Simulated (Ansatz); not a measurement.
## Lattice dynamics of CsH (Fm-3m)

Wanted: phonon frequencies of CsH (Fm-3m) and what follows from them.

Method: DFT PBEsol, scalar-relativistic, plane waves, PseudoDojo norm-conserving pseudopotentials, in Ansatz 0.2.0.

The database entry behind the starting cell differs from later determinations by our own check (0.1 to 0.3 % short, probably kX units), so it need not match the best structure at ambient conditions.

### Step 1. The structure

It takes space group Fm-3m (No. 225, cubic). The conventional cell has a = 6.376 Å, b = 6.376 Å, c = 6.376 Å, α = 90.00°, β = 90.00°, γ = 90.00°. Nearest to Cs lie 6 H at 3.19 Å. H has 6 Cs at 3.19 Å nearest. Farther neighbours are not listed.

### Step 2. Bringing the structure to rest

Harmonic phonons are second derivatives at a point where the forces vanish, and they are wanted at zero stress, so atoms and cell are relaxed first.

File input.yaml:

```yaml
crystal:
  lattice:
    - [0.0, 3.188, 3.188]
    - [3.188, 0.0, 3.188]
    - [3.188, 3.188, 0.0]
  atoms:
    - { symbol: Cs, position: [0.0, 0.0, 0.0] }
    - { symbol: H, position: [0.5, 0.5, 0.5] }
kpoints:
  mp_grid: { grid: [8, 8, 8] }
hamiltonian:
  xc: pbesol
  pseudopotentials: { kind: nc, accuracy: standard }
scf:
  occupations: { method: gaussian, width: 0.02 }
output:
  forces: true
  stress: true
  eigenvalues: true
  write_density: true
  write_potential: true
  elf: true
  volumetric_format: npy
relax:
  adjacent_minimum: "off"
  f_tol: 0.005
  max_steps: 80
  cell: { stress_tol: 0.05 }
```

The run is started by

```
$ ansatz run input.yaml --threads 4 --pin off --max-ram 7168MiB --backend cpu --events-out ev --progress --plain --runs-dir out
```

Numbers of over 12 decimals in the logs are rounded to 6 here.

Log:

```text
Engine: ansatz 0.2.0, aarch64-unknown-linux-gnu
Pseudopotentials: kind: nc
Pseudopotential: Cs, nc, valence charge 9, recommended cutoff 680.284656 eV (normal), Cs.nc.azcp (PseudoDojo's, or run here from an input of PseudoDojo's; its table is named by hamiltonian.pseudopotentials.accuracy)
Pseudopotential: H, nc, valence charge 1, recommended cutoff 979.609905 eV (normal), H.nc.azcp (PseudoDojo's, or run here from an input of PseudoDojo's; its table is named by hamiltonian.pseudopotentials.accuracy)
Functional definition: PBEsol
  exchange = pbesol_x
  correlation = pbesol_c
Crystal: 2 atoms, lattice volume = 64.801 Å³
Basis set: ecut = 979.609905 eV, 4573 PW (Γ), exchange–correlation on 96×96×96 points (8 copies of the dense FFT grid, shifted against one another)
Bands: 9, of which v1, the nominal top of the filled ones, is band 5 counted from 1 (4 counted from 0)
Symmetry: 48 space group operations
Space group: Fm-3m (ITA 225), of the structure as read, at distance tolerance 4.0e-5 Å
k-points: 29 of 512
Non-local potential: Cs, projectors of the file, l = 0: 2, l = 1: 2, l = 2: 2, l = 3: 2
Non-local potential: H, projectors of the file, l = 0: 2, l = 1: 1
Initial density: superposition of atomic densities (chi_scale 0.1, normalization cell, long waves kept (reshape's long-wave potential 0.00 eV rms))
Initial wavefunctions: pseudopotential atomic-orbital guess
Functional: x = pbesol(κ = 0.804, μ = 0.123457), c = pbesol(β = 0.046)
SCF iter   1: F=—  HF=-652.469168 eV  |F-HF|=—  |Δ(HF+E_count)|=         —  Δρ=3.61e-2  dr2=1.48e0  ethr=3.10e-3  ⟨swp⟩=9.5  Hψ=2734  notcnv=0
preconditioner: auto → none  [insulator: Δε(μ)=3.441 eV  Ē_g=11.182 eV  σ=0.020 eV  W_gap=1.00  n_scr=14 (ndim 8)  ℏωp=13.0 eV  f_vac=0.000  D(μ)=0.00/eV (n_scr^D=0)  ε∞_Penn≈2.4]
SCF iter   2: F=—  HF=-651.939088 eV  |F-HF|=—  |Δ(HF+E_count)|=   5.30e-1  Δρ=5.59e-3  dr2=3.40e-2  ethr=3.10e-3  ⟨swp⟩=3.9  Hψ=786  notcnv=0
SCF iter   3: F=—  HF=-651.947994 eV  |F-HF|=—  |Δ(HF+E_count)|=   8.91e-3  Δρ=3.01e-3  dr2=5.20e-3  ethr=3.40e-4  ⟨swp⟩=2.9  Hψ=681  notcnv=0
SCF iter   4: F=—  HF=-651.953141 eV  |F-HF|=—  |Δ(HF+E_count)|=   5.15e-3  Δρ=3.84e-4  dr2=1.28e-4  ethr=5.20e-5  ⟨swp⟩=3.4  Hψ=553  notcnv=0
SCF iter   5: F=—  HF=-651.953224 eV  |F-HF|=—  |Δ(HF+E_count)|=   8.30e-5  Δρ=6.60e-5  dr2=2.44e-6  ethr=1.28e-6  ⟨swp⟩=2.0  Hψ=461  notcnv=0
SCF iter   6: F=—  HF=-651.953211 eV  |F-HF|=—  |Δ(HF+E_count)|=   1.32e-5  Δρ=1.60e-5  dr2=1.73e-7  ethr=1.00e-9  ⟨swp⟩=16.4  Hψ=2799  notcnv=0
SCF iter   7: F=-651.953211 eV  HF=-651.953211 eV  |F-HF|=3.65e-9  |Δ(HF+E_count)|=   5.56e-8  Δρ=3.35e-6  dr2=6.73e-9  ethr=1.00e-9  ⟨swp⟩=9.7  Hψ=1560  notcnv=0
SCF 1 converged in 7 iterations: F = -651.953211 eV  dr2 = 6.73e-9
relax step   1: F+E_penalty+E_count = -651.95321060 eV  Δ(F+E_penalty+E_count) = +0.000e0 eV  max|allowed force component| = 6.594e-31 eV/Å  Δτ_max = 0.0000 Å  P = -0.537 GPa  Ω = 64.801 Å³  (7 SCF iters, dr2 threshold 1.00e-7 eV, accepted)
Crystal: 2 atoms, lattice volume = 63.100 Å³
Basis set: ecut = 979.609905 eV, 4477 PW (Γ), exchange–correlation on 96×96×96 points (8 copies of the dense FFT grid, shifted against one another)
Initial density: handed on by an earlier stage of this run
Initial wavefunctions: those handed on with the density
iter 1 solved again at ethr=1.42e-5 eV; its pass at ethr=3.10e-3 eV (dr2=1.42e-3 eV) is discarded
SCF iter   1: F=—  HF=-651.958291 eV  |F-HF|=—  |Δ(HF+E_count)|=         —  Δρ=1.15e-3  dr2=1.46e-3  ethr=1.42e-5  ⟨swp⟩=2.4  Hψ=3073  notcnv=0
preconditioner: auto → none  [insulator: Δε(μ)=2.148 eV  Ē_g=11.377 eV  σ=0.020 eV  W_gap=1.00  n_scr=14 (ndim 8)  ℏωp=13.2 eV  f_vac=0.009  D(μ)=0.00/eV (n_scr^D=0)  ε∞_Penn≈2.4]
SCF iter   2: F=—  HF=-651.957796 eV  |F-HF|=—  |Δ(HF+E_count)|=   4.95e-4  Δρ=1.38e-4  dr2=1.97e-5  ethr=1.42e-5  ⟨swp⟩=2.7  Hψ=447  notcnv=0
SCF iter   3: F=—  HF=-651.957800 eV  |F-HF|=—  |Δ(HF+E_count)|=   4.38e-6  Δρ=7.68e-5  dr2=3.42e-6  ethr=1.97e-7  ⟨swp⟩=2.1  Hψ=386  notcnv=0
SCF iter   4: F=-651.957807 eV  HF=-651.957807 eV  |F-HF|=3.95e-8  |Δ(HF+E_count)|=   7.22e-6  Δρ=6.34e-6  dr2=2.93e-8  ethr=2.00e-9  ⟨swp⟩=13.9  Hψ=2711  notcnv=0
SCF 2 converged in 4 iterations: F = -651.957807 eV  dr2 = 2.93e-8
relax step   2: F+E_penalty+E_count = -651.95780746 eV  Δ(F+E_penalty+E_count) = -4.597e-3 eV  max|allowed force component| = 3.780e-30 eV/Å  Δτ_max = 0.0000 Å  P = -0.311 GPa  Ω = 63.100 Å³  energy of the carried Pulay correction = +6.905e-5 eV  (4 SCF iters, dr2 threshold 2.00e-7 eV, accepted)
Crystal: 2 atoms, lattice volume = 60.905 Å³
Basis set: ecut = 979.609905 eV, 4279 PW (Γ), exchange–correlation on 96×96×96 points (8 copies of the dense FFT grid, shifted against one another)
iter 1 solved again at ethr=2.65e-5 eV; its pass at ethr=3.10e-3 eV (dr2=2.65e-3 eV) is discarded
SCF iter   1: F=—  HF=-651.960797 eV  |F-HF|=—  |Δ(HF+E_count)|=         —  Δρ=1.60e-3  dr2=2.70e-3  ethr=2.65e-5  ⟨swp⟩=2.7  Hψ=3113  notcnv=0
preconditioner: auto → none  [insulator: Δε(μ)=2.110 eV  Ē_g=11.418 eV  σ=0.020 eV  W_gap=1.00  n_scr=14 (ndim 8)  ℏωp=13.5 eV  f_vac=0.006  D(μ)=0.00/eV (n_scr^D=0)  ε∞_Penn≈2.4]
SCF iter   2: F=—  HF=-651.959866 eV  |F-HF|=—  |Δ(HF+E_count)|=   9.31e-4  Δρ=1.96e-4  dr2=3.86e-5  ethr=2.65e-5  ⟨swp⟩=3.0  Hψ=462  notcnv=0
SCF iter   3: F=—  HF=-651.959887 eV  |F-HF|=—  |Δ(HF+E_count)|=   2.11e-5  Δρ=1.07e-4  dr2=6.15e-6  ethr=3.86e-7  ⟨swp⟩=2.1  Hψ=399  notcnv=0
SCF iter   4: F=-651.959900 eV  HF=-651.959899 eV  |F-HF|=6.53e-8  |Δ(HF+E_count)|=   1.21e-5  Δρ=1.08e-5  dr2=1.05e-7  ethr=2.00e-9  ⟨swp⟩=13.5  Hψ=2710  notcnv=0
SCF 3 converged in 4 iterations: F = -651.959900 eV  dr2 = 1.05e-7
relax step   3: F+E_penalty+E_count = -651.95989950 eV  Δ(F+E_penalty+E_count) = -2.092e-3 eV  max|allowed force component| = 3.451e-30 eV/Å  Δτ_max = 0.0000 Å  P = +0.028 GPa  Ω = 60.905 Å³  energy of the carried Pulay correction = +1.609e-4 eV  (4 SCF iters, dr2 threshold 2.00e-7 eV, accepted)
Initial wavefunctions: pseudopotential atomic-orbital guess (no wavefunctions were taken with the density)
iter 1 solved again at ethr=4.59e-7 eV; its pass at ethr=3.10e-3 eV (dr2=4.59e-5 eV) is discarded
SCF iter   1: F=—  HF=-651.959787 eV  |F-HF|=—  |Δ(HF+E_count)|=         —  Δρ=2.69e-5  dr2=1.05e-7  ethr=4.59e-7  ⟨swp⟩=4.3  Hψ=3968  notcnv=0
preconditioner: auto → none  [insulator: Δε(μ)=2.062 eV  Ē_g=11.432 eV  σ=0.020 eV  W_gap=1.00  n_scr=14 (ndim 8)  ℏωp=13.5 eV  f_vac=0.010  D(μ)=0.00/eV (n_scr^D=0)  ε∞_Penn≈2.4]
SCF iter   2: F=—  HF=-651.959769 eV  |F-HF|=—  |Δ(HF+E_count)|=   1.76e-5  Δρ=1.39e-5  dr2=2.02e-8  ethr=1.05e-9  ⟨swp⟩=2.5  Hψ=431  notcnv=0
SCF iter   3: F=—  HF=-651.959769 eV  |F-HF|=—  |Δ(HF+E_count)|=   2.37e-7  Δρ=2.18e-6  dr2=9.26e-10  ethr=2.02e-10  ⟨swp⟩=2.0  Hψ=378  notcnv=0
SCF iter   4: F=-651.959769 eV  HF=-651.959769 eV  |F-HF|=6.34e-11  |Δ(HF+E_count)|=   8.03e-9  Δρ=2.09e-7  dr2=1.05e-11  ethr=1.00e-12  ⟨swp⟩=7.9  Hψ=1769  notcnv=0
SCF 4 converged in 4 iterations: F = -651.959769 eV  dr2 = 1.05e-11
relax step   4: F+E_penalty+E_count = -651.95976945 eV  Δ(F+E_penalty+E_count) = +1.301e-4 eV  max|allowed force component| = 2.695e-30 eV/Å  Δτ_max = 0.0000 Å  P = +0.026 GPa  Ω = 60.905 Å³  stress off target by 2.57e-2 GPa  SCF on the basis re-selected at this cell (its energy is not comparable with the rows above)  (4 SCF iters)
basis re-selected at this cell: Δ(F+E_penalty+E_count) = +1.301e-4 eV, ΔP = -0.002 GPa vs the last step (what re-selecting the basis moved, of the pressure what is left beyond the Pulay correction that the steps carried, after the strain that the cell walked since its last selection, with what the two solves' SCF thresholds leave and, on support functions, any second-order correction that the steps lacked; it is no m [...]
SCF converged after 4 iterations
Free energy (F): -651.959769 eV
Harris-Foulkes:  -651.959769 eV  (|F-HF|=6.34e-11)
Internal energy: -651.959769 eV  (E = F + TS)
E sigma→0 (E₀):  -651.959769 eV
Fermi energy:    4.800606 eV
--- Per-component energies (eV) ---
  E_band       = -56.143481
  E_kinetic    = 154.806694
  E_local      = -326.364433  (includes V_loc(G=0)·N_el)
  E_nonlocal   = 88.464786
  E_hartree    = 82.668341
  E_xc         = -195.519944
  E_vxc        = -138.387191  (∫ρ·V_xc dr)
  E_ewald      = -456.015213
  E_smearing   = -0.000000  (= −TS)
  E_closure    = 0.000000  (closes the sum)
  Σ components = -651.959769   (vs F -651.959769, Δ=0.00e0)
--- Forces (eV/Å), atoms counted from 1 ---
  atom   1  Cs    -0.00000000    -0.00000000     0.00000000
  atom   2  H      0.00000000    -0.00000000     0.00000000
  max |Σ_I F_I| component: 4.60e-30 eV/Å
--- Stress (GPa, compression-positive) ---
        0.025657       0.000000      -0.000000
        0.000000       0.025657       0.000000
       -0.000000       0.000000       0.025657
  P = ⅓ Tr σ = 0.0257 GPa (0.257 kbar)
--- Band table (eV; the first three rows and the last of 29) ---
  k-point 0: bands = ["-17.7155", "-4.0789", "-4.0789", "-4.0789", "1.8569", "8.9005", "8.9005", "8.9005", "9.7999"]
  k-point 1: bands = ["-17.7011", "-4.2524", "-4.0955", "-4.0955", "2.1265", "8.3683", "9.0164", "9.0164", "9.5374"]
  k-point 2: bands = ["-17.6659", "-4.6287", "-4.1351", "-4.1351", "2.7607", "7.2504", "8.9247", "8.9247", "9.6480"]
  k-point 28: bands = ["-17.5829", "-4.6831", "-4.6831", "-4.4629", "2.9129", "7.8669", "7.8669", "8.8884", "12.3376"]
--- Relaxed structure (3 steps of the walk, 3 accepted, 1 SCFs on fresh bases) ---
  F+E_penalty+E_count = -651.95976945 eV   max|allowed force component| = 2.695e-30 eV/Å   (the final SCF, on the basis selected at the relaxed cell)
  cell:  # Å, volume = 60.9046 Å³
    - [0, 3.122771, 3.122771]
    - [3.122771, 0, 3.122771]
    - [3.122771, 3.122771, 0]
  atoms:
    - { symbol: Cs, position: [0, 0, 0] }
    - { symbol: H, position: [0.500000, 0.500000, 0.500000] }
```

Wall time 5.1 s (4 threads of Arm Neoverse V1, shared host); peak memory 0.46 GiB.

Relaxation path:

| step | energy less that of the first step (eV) | largest force component (eV/Å) | pressure (GPa) | volume (Å³) |
| --- | --- | --- | --- | --- |
| 1 | 0.0000 | 0.0000 | -0.54 | 64.80 |
| 2 | -0.0046 | 0.0000 | -0.31 | 63.10 |
| 3 | -0.0067 | 0.0000 | 0.03 | 60.90 |
| 4* | -0.0066 | 0.0000 | 0.03 | 60.90 |

Relaxation steps marked * repeat the geometry before them on a plane-wave basis chosen anew for their cell, so energy and pressure can jump there.

Forces are held to the 48 operations that the run works with; a distortion that breaks them can't arise in this run.

| conventional cell, symmetrised | before | after | change |
| --- | --- | --- | --- |
| a (Å) | 6.376 | 6.246 | -2.0 % |
| b (Å) | 6.376 | 6.246 | -2.0 % |
| c (Å) | 6.376 | 6.246 | -2.0 % |
| volume (Å³/atom) | 32.40 | 30.45 | -6.0 % |

Final coordinates:

```xyz
2
Lattice="0.0000 3.1228 3.1228 3.1228 0.0000 3.1228 3.1228 3.1228 0.0000" Properties=species:S:1:pos:R:3 pbc="T T T"
Cs    0.0000    0.0000    0.0000
H     3.1228    3.1228    3.1228
```

This step gave:

```
pressure           : 0.02566 GPa
gap on the k-mesh  : 2.063 eV
volume per atom    : 30.45 Å³
direct gap on mesh : 2.063 eV
```

ELF in the ac plane of the conventional cell at fractional y = 0.000, with atoms of Cs and H within 0.2 Å of it. It is the smooth field of the valence electrons, not physical close to the nuclei.

Values, 9 rows by 16 columns, each cell a mean:
```
0.43 0.73 0.86 0.55 0.14 0.46 0.95 0.99 0.99 0.99 0.74 0.16 0.33 0.79 0.83 0.52
0.74 0.69 0.51 0.19 0.04 0.14 0.35 0.43 0.44 0.39 0.22 0.05 0.10 0.39 0.63 0.72
0.28 0.23 0.13 0.04 0.05 0.23 0.44 0.55 0.56 0.50 0.34 0.11 0.03 0.08 0.19 0.26
0.96 0.93 0.66 0.14 0.27 0.74 0.86 0.71 0.63 0.81 0.83 0.48 0.12 0.39 0.88 0.95
1.00 1.00 0.79 0.18 0.38 0.83 0.77 0.24 0.11 0.57 0.87 0.61 0.16 0.51 0.97 1.00
0.85 0.81 0.53 0.11 0.22 0.66 0.84 0.80 0.78 0.85 0.78 0.40 0.09 0.32 0.75 0.84
0.26 0.21 0.12 0.03 0.03 0.14 0.29 0.38 0.39 0.33 0.20 0.05 0.02 0.07 0.17 0.25
0.81 0.80 0.66 0.29 0.06 0.21 0.53 0.63 0.65 0.60 0.38 0.08 0.14 0.53 0.76 0.82
0.24 0.63 0.86 0.59 0.15 0.49 0.97 1.00 1.00 0.99 0.78 0.17 0.36 0.82 0.80 0.37
```
Columns run along a (6.2 Å), rows up along c (6.2 Å), edges of the conventional cell, whose origin can differ from the input's. Atoms in or near the plane, at fractional coordinates: Cs at (0.00, 0.00), Cs at (0.50, 0.50), H at (0.50, 0.00), H at (0.00, 0.50).

Valence density in the ac plane of the conventional cell at fractional y = 0.000, with atoms of Cs and H within 0.2 Å of it. It is the smooth field of the valence electrons, not physical close to the nuclei.

Values in e/Å³, 9 rows by 16 columns, each cell a mean:
```
0.6 1.0 0.7 0.2 0.1 0.1 0.2 0.5 0.6 0.3 0.1 0.1 0.1 0.5 1.0 0.8
0.6 0.4 0.2 0.1 0.0 0.0 0.1 0.1 0.1 0.1 0.0 0.0 0.0 0.1 0.3 0.5
0.1 0.1 0.0 0.0 0.0 0.1 0.2 0.3 0.3 0.2 0.1 0.0 0.0 0.0 0.1 0.1
0.3 0.2 0.1 0.1 0.1 0.4 0.9 0.9 0.9 1.0 0.6 0.2 0.1 0.1 0.1 0.3
1.0 0.4 0.1 0.1 0.2 0.6 1.0 0.4 0.2 0.8 0.9 0.3 0.1 0.1 0.2 0.7
0.2 0.1 0.1 0.0 0.1 0.3 0.7 0.9 0.9 0.8 0.4 0.1 0.1 0.1 0.1 0.2
0.1 0.1 0.0 0.0 0.0 0.1 0.1 0.2 0.2 0.1 0.1 0.0 0.0 0.0 0.1 0.1
0.8 0.6 0.3 0.1 0.0 0.0 0.1 0.1 0.1 0.1 0.1 0.0 0.1 0.2 0.5 0.7
0.4 0.9 0.8 0.3 0.1 0.1 0.2 0.6 0.8 0.4 0.1 0.1 0.1 0.6 1.0 0.6
```
Columns run along a (6.2 Å), rows up along c (6.2 Å), edges of the conventional cell, whose origin can differ from the input's. Atoms in or near the plane, at fractional coordinates: Cs at (0.00, 0.00), Cs at (0.50, 0.50), H at (0.50, 0.00), H at (0.00, 0.50).

Electrostatic potential energy in the ac plane of the conventional cell at fractional y = 0.000, with atoms of Cs and H within 0.2 Å of it. With pseudopotentials it is smooth inside the atoms' cores, unlike the true potential.

Values in eV, 9 rows by 16 columns, each cell a mean:
```
-80 -55 -15   1   6   8   8   1  -4   6   8   7   4  -6 -36 -74
 -9  -4   2   5   6   7   8   8   8   8   7   7   6   3  -1  -7
  7   7   7   7   6   5   2   0  -1   1   4   6   6   7   7   7
  4   7   8   7   4  -3 -24 -54 -61 -38  -9   2   6   8   8   6
-20   3   8   7   3  -9 -52 -93 -96 -76 -22   0   6   8   7  -9
  7   8   8   7   5  -1 -14 -35 -41 -23  -5   3   6   8   8   7
  5   6   6   6   6   6   4   3   3   4   5   6   6   6   6   5
-21 -11  -1   4   6   8   8   8   8   8   8   7   5   2  -6 -17
-91 -68 -19   0   6   8   7  -5 -13   4   8   7   3  -8 -45 -87
```
Columns run along a (6.2 Å; values clipped at the 3rd and 97th percentile), rows up along c (6.2 Å), edges of the conventional cell, whose origin can differ from the input's. Atoms in or near the plane, at fractional coordinates: Cs at (0.00, 0.00), Cs at (0.50, 0.50), H at (0.50, 0.00), H at (0.00, 0.50).

In this step the volume went from 32.40 to 30.45 Å³/atom.

### Step 3. Tight relaxation

Phonons need a cell at rest on their own settings, so the relaxation is repeated with tight tolerances on forces and stress, using the mesh and the filling of the phonon run that follows.

input.yaml, the sections that differ from step 2:

```yaml
crystal:
  lattice:
    - [0.0, 3.1227706349, 3.1227706349]
    - [3.1227706349, 0.0, 3.1227706349]
    - [3.1227706349, 3.1227706349, 0.0]
  atoms:
    - { symbol: Cs, position: [0.0, 0.0, 0.0] }
    - { symbol: H, position: [0.5, 0.5, 0.5] }
scf:
  occupations: { method: fixed }
output:
  forces: true
  stress: true
  eigenvalues: true
relax:
  adjacent_minimum: "off"
  f_tol: 0.001
  max_steps: 60
  cell: { stress_tol: 0.01 }
# kpoints, hamiltonian: as in step 2
```

Log:

```text
[...]
Crystal: 2 atoms, lattice volume = 60.905 Å³
Basis set: ecut = 979.609905 eV, 4279 PW (Γ), exchange–correlation on 96×96×96 points (8 copies of the dense FFT grid, shifted against one another)
Bands: 9, of which v1, the nominal top of the filled ones, is band 5 counted from 1 (4 counted from 0)
Symmetry: 48 space group operations
[...]
k-points: 29 of 512
[...]
-0.000000       0.000000       0.000012
  P = ⅓ Tr σ = 0.0000 GPa (0.000 kbar)
--- Band table (eV; the first three rows and the last of 29) ---
[...]
--- Relaxed structure (3 steps of the walk, 3 accepted, 1 SCFs on fresh bases) ---
[...]
cell:  # Å, volume = 61.0589 Å³
    - [0, 3.125406, 3.125406]
    - [3.125406, 0, 3.125406]
    - [3.125406, 3.125406, 0]
  atoms:
    - { symbol: Cs, position: [0, 0, 0] }
    - { symbol: H, position: [0.5, 0.5, 0.5] }
[key lines of the parts left out:]
SCF converged after 8 iterations
Free energy (F): -651.959784 eV
Fermi energy:    3.747791 eV
```

It took 5.1 s on 4 threads; peak memory 0.44 GiB; 17 s of CPU time.

Little changed from the start: no atom moved by 0.005 Å and no cell edge by 0.1 %.

Numbers from this step:

| Property | Result |
| --- | --- |
| pressure | 1.19e-5 GPa |
| gap on the k-mesh | 2.066 eV |
| volume per atom | 30.53 Å³ |
| direct gap on mesh | 2.066 eV |

The forces vanish by symmetry and the pressure is 0.000 GPa, within the tolerances set. The cell now holds 30.53 Å³/atom.

[end of part 1 of 3]

[Logs are printed without paths, hosts, clocks, repeated set-up lines and the standing remarks that a program may print on its own settings, such as how far it seeks lower states.]

[Hosts, paths, dates, database ids (printed as entryN), source tags and the programs' standing remarks are cut or masked in the printed files.]
